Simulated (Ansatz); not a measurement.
# Tc (P6_3/mmc) in Ansatz: equation of state

How stiff is Tc in PBE, and what volume does it want? The cell is scaled to several volumes.

Everything below comes from runs of Ansatz 0.2.0. Logs are shortened: lines on timing, memory, paths and dates and some standing lists are left out, and cuts for length are marked.

### Step 1. The crystal as given

Symmetry: P6_3/mmc, No. 194, hexagonal system. The conventional cell has a = 2.740 Å, b = 2.740 Å, c = 4.398 Å, α = 90.00°, β = 90.00°, γ = 120.00°. Around Tc (site symmetry -6m2) lie 12 Tc at 2.71 to 2.74 Å.

### Step 2. Single point, PBE, 13.44 Å³/atom (volume scaled by 0.94)

File input.yaml:

```yaml
crystal:
  lattice:
    - [2.6840659379, 0.0, 0.0]
    - [-1.3420329689, 2.3244692877, 0.0]
    - [0.0, 0.0, 4.3082197061]
  atoms:
    - { symbol: Tc, position: [0.6666666667, 0.3333333333, 0.75] }
    - { symbol: Tc, position: [0.3333333333, 0.6666666667, 0.25] }
hamiltonian:
  xc: pbe
  pseudopotentials: { kind: paw }
kpoints:
  mp_grid: { grid: [11, 11, 6] }
scf:
  occupations: { method: fermi_dirac, width: 0.05 }
output:
  forces: true
  stress: true
  eigenvalues: true
  write_density: true
  write_potential: true
  elf: true
  volumetric_format: npy
```

Potentials or basis: Ansatz PAW earlier set.

Command:

```bash
> ansatz run input.yaml --threads 2 --pin off --max-ram 5120MiB --backend cpu --events-out ev --progress --plain --runs-dir out
```

Log:

```text
Warning: RAYON_NUM_THREADS=2 ignored (pool sized by the plan → 2); use --threads N
Engine: ansatz 0.2.0, aarch64-unknown-linux-gnu
Pseudopotentials: kind: paw
Pseudopotential: Tc, paw, valence charge 15, recommended cutoff 500 eV (normal), Tc.paw.azcp
Functional definition: PBE
  parameter kappa = 0.804
  parameter beta = 0.06672455060314922
  exchange = pbe_x(kappa = kappa, mu = beta*pi^2/3)
  correlation = pbe_c(beta = beta)
Crystal: 2 atoms, lattice volume = 26.879 Å³
Basis set: ecut = 500 eV, 687 PW (Γ), exchange–correlation on 40×40×64 points (8 copies of the dense FFT grid, shifted against one another)
Bands: 19, of which v1, the nominal top of the filled ones, is band 15 counted from 1 (14 counted from 0)
Symmetry: 24 space group operations
Space group: P63/mmc (ITA 194), of the structure as read, at distance tolerance 3.0e-5 Å
k-points: 64 of 726
Non-local potential: Tc, projectors of the file, l = 0: 3, l = 1: 3, l = 2: 2, l = 3: 2
PAW form: soft (Blöchl's): semilocal exchange-correlation on the pseudo side does not see the compensation charge
PAW one-centre angular grid: Tc, 590 points (default); XC on 64 Gauss nodes
Initial density: superposition of atomic densities (chi_scale 0.1, normalization cell)
Initial wavefunctions: pseudopotential atomic-orbital guess
Functional: x = pbe(κ = 0.804, μ = 0.2195149727645171), c = pbe(β = 0.06672455060314922)
SCF iter   1: F=—  HF=-10796.235989 eV  |F-HF|=—  |Δ(HF+E_count)|=         —  Δρ=5.62e-2  dr2=7.91e-1  ethr=3.10e-3  ⟨swp⟩=5.0  Hψ=4863  notcnv=0
preconditioner: auto → none  [metal: Δε(μ)=0.068 eV  Ē_g=5.657 eV  σ=0.050 eV  W_gap=0.32  n_scr=8 (ndim 8)  ℏωp=26.8 eV  f_vac=0.000  D(μ)=1.59/eV (n_scr^D=22)  sad-step TF]
SCF iter   2: F=—  HF=-10796.023686 eV  |F-HF|=—  |Δ(HF+E_count)|=   2.12e-1  Δρ=2.94e-2  dr2=2.11e-1  ethr=2.64e-3  ⟨swp⟩=2.1  Hψ=1981  notcnv=0  defer=1
SCF iter   3: F=—  HF=-10795.952573 eV  |F-HF|=—  |Δ(HF+E_count)|=   7.11e-2  Δρ=2.37e-3  dr2=7.03e-4  ethr=7.04e-4  ⟨swp⟩=3.0  Hψ=2429  notcnv=0  defer=1
SCF iter   4: F=—  HF=-10795.952676 eV  |F-HF|=—  |Δ(HF+E_count)|=   1.03e-4  Δρ=2.16e-4  dr2=1.05e-5  ethr=2.34e-6  ⟨swp⟩=2.2  Hψ=2018  notcnv=0  defer=1
SCF iter   5: F=—  HF=-10795.952672 eV  |F-HF|=—  |Δ(HF+E_count)|=   4.51e-6  Δρ=3.51e-5  dr2=1.95e-7  ethr=3.50e-8  ⟨swp⟩=2.4  Hψ=1955  notcnv=0  defer=1
SCF iter   6: F=-10795.952672 eV  HF=-10795.952672 eV  |F-HF|=1.91e-9  |Δ(HF+E_count)|=   4.03e-8  Δρ=7.33e-6  dr2=5.81e-9  ethr=3.33e-10  ⟨swp⟩=8.1  Hψ=7280  notcnv=0
SCF 1 converged in 6 iterations: F = -10795.952672 eV  dr2 = 5.81e-9
SCF converged after 6 iterations
Free energy (F): -10795.952672 eV
Harris-Foulkes:  -10795.952672 eV  (|F-HF|=1.91e-9)
Internal energy: -10795.936354 eV  (E = F + TS)
E sigma→0 (E₀):  -10795.944513 eV
Entropy (-TS):   -0.016317 eV (-8.159 meV/atom)
Fermi energy:    24.077908 eV
--- Per-component energies (eV) ---
  E_band       = -48.176863
  E_kinetic    = 1254.403604
  E_local      = -2257.378575  (includes V_loc(G=0)·N_el)
  E_nonlocal   = 572.788064
  E_hartree    = 608.240056
  E_xc         = -481.635262
  E_vxc        = -593.503540  (∫ρ·V_xc dr)
  E_paw        = -6556.786984  (= ΣΔE_a)
  E_vpaw       = -240.964974  (= ΣTr[D̂ρ^β])
  E_aug_tail   = -0.000057  (compensation charges beyond the density's cutoff)
  E_ewald      = -3935.567201
  E_smearing   = -0.016317  (= −TS)
  E_closure    = -0.000000  (closes the sum)
  Σ components = -10795.952672   (vs F -10795.952672, Δ=0.00e0)
--- Forces (eV/Å), atoms counted from 1 ---
  atom   1  Tc    -0.00000000    -0.00000000     0.00000000
  atom   2  Tc     0.00000000     0.00000000     0.00000000
  max |Σ_I F_I| component: 4.63e-18 eV/Å
--- Stress (GPa, compression-positive) ---
       25.095429       0.000000       0.000000
        0.000000      25.095429       0.000000
        0.000000       0.000000      24.983436
  P = ⅓ Tr σ = 25.0581 GPa (250.581 kbar)
--- Band table (eV; the first three rows and the last of 64) ---
  k-point 0: bands = ["-42.7587", "-42.4486", "-15.5163", "-14.1618", "-14.1618", "-13.9376", "-13.9376", "-13.8894", "16.5371", "18.2549", "22.3634", "22.3634", "22.4359", "23.1550", "23.1550", "23.9373", "23.9373", "25.9553", "26.8412"]
  k-point 1: bands = ["-42.7385", "-42.4699", "-15.4136", "-14.1470", "-14.1470", "-14.0056", "-13.9528", "-13.9528", "16.8598", "18.3634", "22.2218", "22.2218", "22.2662", "22.9636", "22.9636", "24.3576", "24.3576", "25.0753", "26.8597"]
  k-point 2: bands = ["-42.6827", "-42.5277", "-15.1290", "-14.3171", "-14.1063", "-14.1063", "-13.9942", "-13.9942", "17.6910", "18.5827", "21.9396", "22.1050", "22.1050", "22.5635", "22.5635", "23.3504", "25.2339", "25.2339", "26.6999"]
  k-point 63: bands = ["-42.4029", "-42.4029", "-15.2173", "-15.2173", "-14.8006", "-14.8006", "-14.1794", "-14.1794", "19.6851", "19.6851", "20.6911", "20.6911", "22.1816", "22.1816", "24.0618", "24.0618", "26.9943", "26.9943", "33.4702"]
```

Run time: 1.6 s. Hardware: 2 threads of Arm Neoverse V1, shared host; peak memory 0.3 GiB.

What came out:

```
Free energy            : -10795.9527 eV
Pressure               : 25.1 GPa
Band gap on the k mesh : none (metal or under the smearing width)
```

### Step 3. Single point, PBE, 13.73 Å³/atom (volume scaled by 0.96)

Changes to input.yaml since step 2:

```diff
@@ -2,5 +2,5 @@
   lattice:
-    - [2.6840659379, 0.0, 0.0]
-    - [-1.3420329689, 2.3244692877, 0.0]
-    - [0.0, 0.0, 4.3082197061]
+    - [2.7029684335, 0.0, 0.0]
+    - [-1.3514842167, 2.340839329, 0.0]
+    - [0.0, 0.0, 4.3385602812]
   atoms:
```

Potentials or basis: Ansatz PAW earlier set.

Command:

```bash
> ansatz run input.yaml --threads 2 --pin off --max-ram 5120MiB --backend cpu --events-out ev --progress --plain --runs-dir out
```

Run time: 1.6 s. Hardware: 2 threads of Arm Neoverse V1, shared host; peak memory 0.3 GiB.

Results (log left out):

* Free energy: -10796.0272 eV
* Pressure: 16.9 GPa
* Band gap on the k mesh: none (metal or under the smearing width)

### Step 4. Single point, PBE, 14.01 Å³/atom (volume scaled by 0.98)

Changes to input.yaml since step 3:

```diff
@@ -2,5 +2,5 @@
   lattice:
-    - [2.7029684335, 0.0, 0.0]
-    - [-1.3514842167, 2.340839329, 0.0]
-    - [0.0, 0.0, 4.3385602812]
+    - [2.7216101842, 0.0, 0.0]
+    - [-1.3608050921, 2.3569835587, 0.0]
+    - [0.0, 0.0, 4.3684823321]
   atoms:
@@ -19,5 +19 @@
   eigenvalues: true
-  write_density: true
-  write_potential: true
-  elf: true
-  volumetric_format: npy
```

Command:

```bash
> ansatz run input.yaml --threads 2 --pin off --max-ram 5120MiB --backend cpu --events-out ev --progress --plain --runs-dir out
```

Run time: 1.2 s. Hardware: 2 threads of Arm Neoverse V1, shared host; peak memory 0.3 GiB.

Results (log left out):

* Free energy: -10796.0741 eV
* Pressure: 9.5 GPa
* Band gap on the k mesh: none (metal or under the smearing width)

### Step 5. Single point, PBE, 14.30 Å³/atom

Changes to input.yaml since step 4:

```diff
@@ -2,5 +2,5 @@
   lattice:
-    - [2.7216101842, 0.0, 0.0]
-    - [-1.3608050921, 2.3569835587, 0.0]
-    - [0.0, 0.0, 4.3684823321]
+    - [2.74, 0.0, 0.0]
+    - [-1.37, 2.3729096064, 0.0]
+    - [0.0, 0.0, 4.398]
   atoms:
@@ -19 +19,5 @@
   eigenvalues: true
+  write_density: true
+  write_potential: true
+  elf: true
+  volumetric_format: npy
```

Command:

```bash
> ansatz run input.yaml --threads 2 --pin off --max-ram 5120MiB --backend cpu --events-out ev --progress --plain --runs-dir out
```

It took 1.7 s on 2 threads of Arm Neoverse V1, shared host; peak memory 0.31 GiB.

The run converged. Its results:

```
Free energy            : -10796.0961 eV
Pressure               : 2.9 GPa
Band gap on the k mesh : none (metal or under the smearing width)
```

### Step 6. Single point, PBE, 14.58 Å³/atom (volume scaled by 1.02)

Changes to input.yaml since step 5:

```diff
@@ -2,5 +2,5 @@
   lattice:
-    - [2.74, 0.0, 0.0]
-    - [-1.37, 2.3729096064, 0.0]
-    - [0.0, 0.0, 4.398]
+    - [2.7581462242, 0.0, 0.0]
+    - [-1.3790731121, 2.3886246975, 0.0]
+    - [0.0, 0.0, 4.4271266766]
   atoms:
@@ -19,5 +19 @@
   eigenvalues: true
-  write_density: true
-  write_potential: true
-  elf: true
-  volumetric_format: npy
```

Potentials or basis: Ansatz PAW earlier set.

Command:

```bash
> ansatz run input.yaml --threads 2 --pin off --max-ram 5120MiB --backend cpu --events-out ev --progress --plain --runs-dir out
```

Wall time 1.3 s (2 threads of Arm Neoverse V1, shared host); peak memory 0.31 GiB.

It converged, with:

```
Free energy            : -10796.0958 eV
Pressure               : -3.0 GPa
Band gap on the k mesh : none (metal or under the smearing width)
```

### Step 7. Single point, PBE, 14.87 Å³/atom (volume scaled by 1.04)

Changes to input.yaml since step 6:

```diff
@@ -2,5 +2,5 @@
   lattice:
-    - [2.7581462242, 0.0, 0.0]
-    - [-1.3790731121, 2.3886246975, 0.0]
-    - [0.0, 0.0, 4.4271266766]
+    - [2.7760567665, 0.0, 0.0]
+    - [-1.3880283832, 2.4041356821, 0.0]
+    - [0.0, 0.0, 4.455875058]
   atoms:
```

Command:

```bash
> ansatz run input.yaml --threads 2 --pin off --max-ram 5120MiB --backend cpu --events-out ev --progress --plain --runs-dir out
```

Run time: 1.4 s. Hardware: 2 threads of Arm Neoverse V1, shared host; peak memory 0.31 GiB.

It converged, with:

```
Free energy            : -10796.0755 eV
Pressure               : -8.3 GPa
Band gap on the k mesh : none (metal or under the smearing width)
```

### Step 8. Single point, PBE, 15.16 Å³/atom (volume scaled by 1.06)

Changes to input.yaml since step 7:

```diff
@@ -2,5 +2,5 @@
   lattice:
-    - [2.7760567665, 0.0, 0.0]
-    - [-1.3880283832, 2.4041356821, 0.0]
-    - [0.0, 0.0, 4.455875058]
+    - [2.7937391334, 0.0, 0.0]
+    - [-1.3968695667, 2.4194490611, 0.0]
+    - [0.0, 0.0, 4.484257193]
   atoms:
```

Command:

```bash
> ansatz run input.yaml --threads 2 --pin off --max-ram 5120MiB --backend cpu --events-out ev --progress --plain --runs-dir out
```

It took 1.6 s on 2 threads of Arm Neoverse V1, shared host; peak memory 0.31 GiB.

The run converged. Its results:

| Quantity | Value |
| --- | --- |
| Free energy | -10796.0373 eV |
| Pressure | -13.0 GPa |
| Band gap on the k mesh | none (metal or under the smearing width) |

### Step 9. Equation of state, PBE

Potentials or basis: Ansatz PAW.

No new run: the results of the series are fitted here.

What came out:

```
Equilibrium volume                        : 14.44 Å³/atom
Bulk modulus at fixed shape and positions : 299 GPa
Pressure derivative of the bulk modulus   : 4.5
```

Energy against volume, from the lowest point:
```
volume (Å³/atom)  energy (meV/atom)
          13.440              71.73
          13.726              34.45
          14.011              11.01
          14.297               0.00
          14.583               0.15
          14.869              10.30
          15.155              29.43
```

Caveat: the cell was scaled at fixed shape and fractional positions, which overstates the stiffness of a crystal with free parameters, most of all of layers and chains.
